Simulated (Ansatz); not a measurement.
# Structure relaxation of Na3S

Computed with DFT PBE, scalar-relativistic, plane waves, PAW (Ansatz). Cutoff 420 eV, Γ-centred k mesh, Gaussian smearing, no spin polarisation in the final step.

The start puts Na3S on the Ni3Sn (D0_19) structure type (P6_3/mmc, No. 194), with S in place of Sn, Na in place of Ni, at a guessed volume.

```
CELL_PARAMETERS angstrom
6.23836 0.00000 0.00000
-3.11918 5.40258 0.00000
0.00000 0.00000 5.00724
ATOMIC_POSITIONS crystal
Na 0.83300 0.66600 0.25000
Na 0.16700 0.83300 0.75000
Na 0.33400 0.16700 0.25000
Na 0.16700 0.33400 0.75000
Na 0.83300 0.16700 0.25000
Na 0.66600 0.83300 0.75000
S 0.33333 0.66667 0.25000
S 0.66667 0.33333 0.75000
```

Cell and atoms relax at zero pressure; the relaxation can't lower the symmetry of the start. After a coarse first stage the cell is made exact in the group found at 0.06 Å.

Formation energies are uncorrected and refer to the elements' standard structures at the same level.

(1) What does it relax into?

(2) What are its volume, energy, density and gap?

## Answers

(1) It keeps P6_3/mmc (No. 194). The result has the Ni3Sn (D0_19) structure. Conventional cell: a = 6.901 Å, c = 4.546 Å. Na is coordinated by 2 S at 2.91 Å, 6 Na at 3.13–3.15 Å, 2 S at 3.46 Å and 2 Na at 3.77 Å; around S lie 6 Na at 2.91 Å and 6 Na at 3.46 Å.

```xyz
8
Lattice="6.9008 0.0000 0.0000 -3.4504 5.9762 0.0000 0.0000 0.0000 4.5463" Properties=species:S:1:pos:R:3 pbc="T T T"
Na    3.4504    3.8017    1.1366
Na   -1.5672    4.8890    3.4097
Na    1.8832    1.0873    1.1366
Na    0.0000    2.1745    3.4097
Na    5.0176    1.0873    1.1366
Na    1.5672    4.8890    3.4097
S     0.0000    3.9842    1.1366
S     3.4504    1.9921    3.4097
```

(2) The volume per atom is 23.44 Å³. The density is 1.79 g/cm³. The energy over the elements is -0.64 eV/atom and the gap on the 6×6×8 mesh is 0 eV (a metal).

The final run used a 6×6×8 mesh on its 8-atom cell and 0.10 eV smearing. The k mesh leaves about 4 meV/atom of noise in metals. Symmetry constrained the relaxation, so the result can be a saddle point. The steps took roughly 80 core-seconds in all.

Cost: 3 runs of about 1.3 core-minutes in all, on Arm Neoverse V2 (shared hosts).